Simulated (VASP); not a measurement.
# Mg (P6/mmm) in VASP: a series of runs

The runs below take Mg through single point, with r2SCAN.

All numbers are computed with VASP 6.6.1; they aren't measurements. Logs are shortened: lines on timing, memory, paths and dates and some standing lists are left out, and cuts for length are marked.

## (1) Starting point

The structure is hexagonal, space group P6/mmm (No. 191). Conventional cell: a = 3.050 Å, b = 3.050 Å, c = 3.045 Å, α = 90.00°, β = 90.00°, γ = 120.00°. Mg (site symmetry 6/mmm) is surrounded by 8 Mg at 3.04 to 3.05 Å.

This isn't the form of Mg at room conditions, which is hcp.

## (2) Single point, r2SCAN

Contents of INCAR:

```
ADDGRID = False
ALGO = Normal
EDIFF = 1E-4
ENCUT = 400
ISIF = 2
ISMEAR = 1
LASPH = True
LCHARG = False
LMIXTAU = True
LREAL = Auto
LWAVE = False
METAGGA = R2SCAN
NELM = 100
PREC = Normal
SIGMA = 0.2
```

Contents of KPOINTS:

```
k-points
0
Gamma
  11 11 9
```

Contents of POSCAR:

```
Mg
1.0
    3.1430880000     -0.0084060000     -0.0278050000
   -1.5788240000      2.6046760000      0.0276970000
   -0.0277550000      0.0158990000      3.0020770000
Mg
1
Direct
   -0.0144770000      0.0117080000      0.0082640000
```

Potentials or basis: VASP PAW PBE potentials, release 64 (Mg).

Started as:

```bash
> cat potpaw_PBE.64/Mg/POTCAR > POTCAR
> mpirun -np 1 vasp_std > vasp.out
```

OUTCAR:

```text
EDIFF = 1E-4
   ENCUT = 400
   ISIF = 2
   ISMEAR = 1
   LASPH = True
   LREAL = Auto
   METAGGA = R2SCAN
   NELM = 100
   PREC = Normal

 Found    545 irreducible k-points:

 Following reciprocal coordinates:
            Coordinates               Weight
  0.000000  0.000000  0.000000      1.000000
  0.090909  0.000000 -0.000000      2.000000
  0.181818  0.000000 -0.000000      2.000000
  0.272727  0.000000  0.000000      2.000000
  0.363636  0.000000 -0.000000      2.000000
  0.454545  0.000000  0.000000      2.000000
   k-points           NKPTS =    545   k-points in BZ     NKDIM =    545   number of bands    NBANDS=      5
   number of dos      NEDOS =    301   number of ions     NIONS =      1
   total plane-waves  NPLWV =   4096
   dimension x,y,z NGX =    16 NGY =   16 NGZ =   16
   dimension x,y,z NGXF=    32 NGYF=   32 NGZF=   32
   ions per type =               1
   NGX,Y,Z   is equivalent  to a cutoff of   8.46,  8.73,  8.86 a.u.
   NGXF,Y,Z  is equivalent  to a cutoff of  16.92, 17.47, 17.72 a.u.
 SYSTEM =  unknown system
   PREC   = normal    normal or accurate (medium, high low for compatibility)
   ISTART =      0    job   : 0-new  1-cont  2-samecut
   ICHARG =      2    charge: 1-file 2-atom 10-const
   ISPIN  =      1    spin polarized calculation?
   LNONCOLLINEAR =      F non collinear calculations
   LSORBIT =      F    spin-orbit coupling
   LASPH  =      T    aspherical Exc in radial PAW
   ENCUT  =  400.0 eV  29.40 Ry    5.42 a.u.   5.13  4.97  4.90*2*pi/ulx,y,z
   NELM   =    100;   NELMIN=  2; NELMDL= -5     # of ELM steps
   EDIFF  = 0.1E-03   stopping-criterion for ELM
   LREAL  =      T    real-space projection
   EDIFFG = 0.1E-02   stopping-criterion for IOM
   NSW    =      0    number of steps for IOM
   IBRION =     -1    ionic relax: 0-MD 1-quasi-New 2-CG
   NFREE  =      0    steps in history (QN), initial steepest desc. (CG)
   ISIF   =      2    stress and relaxation
   ISYM   =      2    0-nonsym 1-usesym 2-fastsym
   POTIM  = 0.5000    time-step for ionic-motion
   TEBEG  =    0.0;   TEEND  =   0.0 temperature during run
   PSTRESS=    0.0 pullay stress
   NELECT =       2.0000    total number of electrons
   NUPDOWN=      -1.0000    fix difference up-down
   EMIN   =  10.00;   EMAX   =-10.00  energy-range for DOS
   EFERMI =   0.00;   METHOD = LEGACY
   ISMEAR =     1;   SIGMA  =   0.20  broadening in eV -4-tet -1-fermi 0-gaus
   EFERMI_NEDOS =   21; number of points for ismear=-14 and -15
   IALGO  =     38    algorithm
   IMIX   =      4    mixing-type and parameters
     AMIX     =   0.40;   BMIX     =  1.00
     AMIX_MAG =   1.60;   BMIX_MAG =  1.00
  volume/ion in A,a.u.               =      24.53       165.57
  Fermi-wavevector in a.u.,A,eV,Ry     =   0.709836  1.341396  6.855535  0.503868
  Thomas-Fermi vector in A             =   1.796524
   LORBIT       =      0    0 simple, 1 ext, 2 COOP (PROOUT), +10 PAW based schemes
   METAGGA = R2SCAN    functional components
   LHFCALC =     F    Hartree Fock is set to
   AEXX    =    0.0000 exact exchange contribution
   IVDW    =     0    specifies the selected vdW correction
   LEPSILON=     F    determine dielectric tensor
   LRPA    =     F    only Hartree local field effects (RPA)
 non-spin polarized calculation
 Methfessel and Paxton  Order N= 1 SIGMA  =   0.20
  energy-cutoff  :      400.00
  volume of cell :       24.53
 maximum number of plane-waves:       456
   NGX = 11   NGY =  9   NGZ =  9

 number of electron       2.0000000 magnetization

 Free energy of the ion-electron system (eV)
  ---------------------------------------------------
  ext. energy  EPLUGINS =         0.00000000
  ---------------------------------------------------
  free energy    TOTEN  =        -3.86249597 eV

  energy without entropy =       -3.86130474  energy(sigma->0) =       -3.86209890

 E-fermi :   2.2748     XC(G=0):  -8.8405

 val. band max:        2.2743318173   @ k =   0.3636   0.1818   0.1111
 cond. band min:       2.2852714745   @ k =  -0.3636  -0.3636   0.1111
 fundamental gap:      0.0109396572
 Fermi energy:         2.2747879370

 k-point     1 :       0.0000    0.0000    0.0000
  band No.  band energies     occupation
      1      -4.8376      2.00000
      2      11.0971      0.00000
      3      12.2521      0.00000
      4      14.9015      0.00000
      5      16.1172      0.00000

 k-point     2 :       0.0909    0.0000   -0.0000
  band No.  band energies     occupation
      1      -4.6522      2.00000
      2      10.9522      0.00000
      3      12.4063      0.00000
      4      12.8652      0.00000
      5      14.6769      0.00000

 k-point     3 :       0.1818    0.0000   -0.0000
  band No.  band energies     occupation
      1      -4.0981      2.00000
      2       9.1848      0.00000
      3      11.6845      0.00000
      4      12.8694      0.00000
      5      13.5284      0.00000

 k-point     4 :       0.2727    0.0000    0.0000
  band No.  band energies     occupation
      1      -3.1815      2.00000
      2       6.4744      0.00000
      3      11.5149      0.00000
      4      12.6620      0.00000
      5      13.6387      0.00000

 k-point     5 :       0.3636    0.0000   -0.0000
  band No.  band energies     occupation
      1      -1.9131      2.00000
      2       3.9399     -0.00000
      3      11.3387      0.00000
      4      12.0476      0.00000
      5      14.7097      0.00000

 k-point     6 :       0.4545    0.0000    0.0000
  band No.  band energies     occupation
      1      -0.3236      2.00000
      2       1.7092      2.00047
      3      11.2278      0.00000
      4      11.7061      0.00000
      5      16.0348      0.00000

 [... further k-points ...]
[... 5 lines left out ...]
  --------------------------------------------------------------------------------------
  -------------------------------------------------------------------------------------
  Total       -0.0991887      0.0476195      0.1755011      0.0168261      0.0486109     -0.0654484
  in kB       -6.4772843      3.1096816     11.4606821      1.0987914      3.1744178     -4.2739524
  external PRESSURE =       2.6976931 kB  Pullay stress =       0.0000000 kB

 VOLUME and BASIS-vectors are now :
 -----------------------------------------------------------------------------
  energy-cutoff  :      400.00
  volume of cell :       24.53
      direct lattice vectors                 reciprocal lattice vectors
     3.143088000 -0.008406000 -0.027805000     0.318692044  0.193154686  0.001923445
    -1.578824000  2.604676000  0.027697000     0.001010546  0.384559010 -0.002027282
    -0.027755000  0.015899000  3.002077000     0.002942377 -0.001758937  0.333139234

 POSITION                                       TOTAL-FORCE (eV/Angst)
 -----------------------------------------------------------------------------------
      3.07887      0.02234     -0.00227         0.000000      0.000000      0.000000
 -----------------------------------------------------------------------------------
    total drift:                                0.000171     -0.000127     -0.002139

  FREE ENERGIE OF THE ION-ELECTRON SYSTEM (eV)
  ---------------------------------------------------
  free  energy   TOTEN  =        -3.8624959748 eV

  energy  without entropy=       -3.8613047391  energy(sigma->0) =       -3.86209890
```

OSZICAR:

```text
N       E                     dE             d eps       ncg     rms          rms(c)
DAV:   1    -0.327479132773E+01   -0.32748E+01   -0.64777E+02  6090   0.211E+02
DAV:   2    -0.392636405861E+01   -0.65157E+00   -0.60508E+00  7225   0.140E+01
DAV:   3    -0.393024580408E+01   -0.38817E-02   -0.38793E-02  6960   0.125E+00
DAV:   4    -0.393025992217E+01   -0.14118E-04   -0.14118E-04  7475   0.583E-02
DAV:   5    -0.393026000631E+01   -0.84138E-07   -0.83797E-07  6645   0.301E-03    0.626E-01
DAV:   6    -0.384071737554E+01    0.89543E-01   -0.39436E-02  6295   0.128E+00    0.456E-01
DAV:   7    -0.397592896417E+01   -0.13521E+00   -0.17820E-02  5490   0.104E+00    0.165E-01
DAV:   8    -0.386347122201E+01    0.11246E+00   -0.49619E-02  5600   0.933E-01    0.681E-02
DAV:   9    -0.386362512901E+01   -0.15391E-03   -0.10056E-03  7690   0.244E-01    0.713E-02
DAV:  10    -0.386297214126E+01    0.65299E-03   -0.80073E-05  6060   0.558E-02    0.720E-02
DAV:  11    -0.386233600213E+01    0.63614E-03   -0.56302E-05  3540   0.474E-02    0.777E-02
DAV:  12    -0.385764768470E+01    0.46883E-02   -0.28329E-03  5485   0.399E-01    0.187E-01
DAV:  13    -0.386269318223E+01   -0.50455E-02   -0.61118E-03  5690   0.513E-01    0.393E-02
DAV:  14    -0.386261408606E+01    0.79096E-04   -0.11488E-03  5535   0.291E-01    0.625E-02
DAV:  15    -0.386250277449E+01    0.11131E-03   -0.20487E-04  6610   0.861E-02    0.126E-02
DAV:  16    -0.386249597476E+01    0.67997E-05   -0.22360E-05  2820   0.265E-02
   1 F= -.38624960E+01 E0= -.38620989E+01  d E =-.119124E-02
```

Wall time 23 s (1 thread of Intel Xeon 6975P-C (Granite Rapids), shared host); peak memory 0.14 GiB.

These settings aren't checked as converged: the numbers below hold their error.

Results:

| Item | Value |
| --- | --- |
| Free energy | -3.8625 eV |
| Pressure | 0.3 GPa |
| Band gap on the k mesh | none (metal or under the smearing width) |

Caveat: the PAW data sets were made with another functional, which shifts forces and pressure a little.

## (3) Single point, r2SCAN

This run uses another cell than the first one, of the same volume but with other edges.

Contents of INCAR:

```
ADDGRID = False
ALGO = Normal
EDIFF = 1E-6
ENCUT = 600
ISIF = 2
ISMEAR = 1
LASPH = True
LCHARG = False
LMIXTAU = True
LREAL = False
LWAVE = False
METAGGA = R2SCAN
NELM = 100
PREC = Accurate
SIGMA = 0.2
```

Contents of KPOINTS:

```
k-points
0
Gamma
  9 9 8
```

Contents of POSCAR:

```
Mg
1.0
    3.0502998005      0.0000000000      0.0000000000
   -1.5251499003      2.6416371164      0.0000000000
    0.0000000000      0.0000000000      3.0448375700
Mg
1
Direct
    0.0000000000      0.0000000000      0.0000000000
```

Potentials or basis: VASP PAW PBE potentials, release 64 (Mg).

Started as:

```bash
> cat potpaw_PBE.64/Mg/POTCAR > POTCAR
> mpirun -np 1 vasp_std > vasp.out
```

Wall time 14 s (1 thread of Intel Xeon 6975P-C (Granite Rapids), shared host); peak memory 0.14 GiB.

These settings aren't checked as converged: the numbers below hold their error.

What came out:

```
Free energy            : -3.8724 eV
Pressure               : 0.4 GPa
Band gap on the k mesh : none (metal or under the smearing width)
```

Caveat: the PAW data sets were made with another functional, which shifts forces and pressure a little.

## (4) Single point, r2SCAN

INCAR is that of step 3.

KPOINTS is that of step 3.

Contents of POSCAR:

```
Mg
1.0
    3.1430880000     -0.0084060000     -0.0278050000
   -1.5788240000      2.6046760000      0.0276970000
   -0.0277550000      0.0158990000      3.0020770000
Mg
1
Direct
   -0.0144770000      0.0117080000      0.0082640000
```

Started as:

```bash
> cat potpaw_PBE.64/Mg/POTCAR > POTCAR
> mpirun -np 1 vasp_std > vasp.out
```

Wall time 88 s (1 thread of Intel Xeon 6975P-C (Granite Rapids), shared host); peak memory 0.19 GiB.

These settings aren't checked as converged: the numbers below hold their error.

What came out:

```
Free energy            : -3.8709 eV
Pressure               : 0.2 GPa
Band gap on the k mesh : none (metal or under the smearing width)
```

Caveat: the PAW data sets were made with another functional, which shifts forces and pressure a little.

## (5) The reference run

An earlier run on the cell as given: functional PBE; potentials or basis VASP PAW PBE potentials, release 64 (Mg); cutoff 520 eV; k mesh 10 × 10 × 9; occupations fermi-dirac, width 0.05 eV; no spin polarisation.

- Pressure: 1.1 GPa
- Band gap on the k mesh: none (metal or under the smearing width)
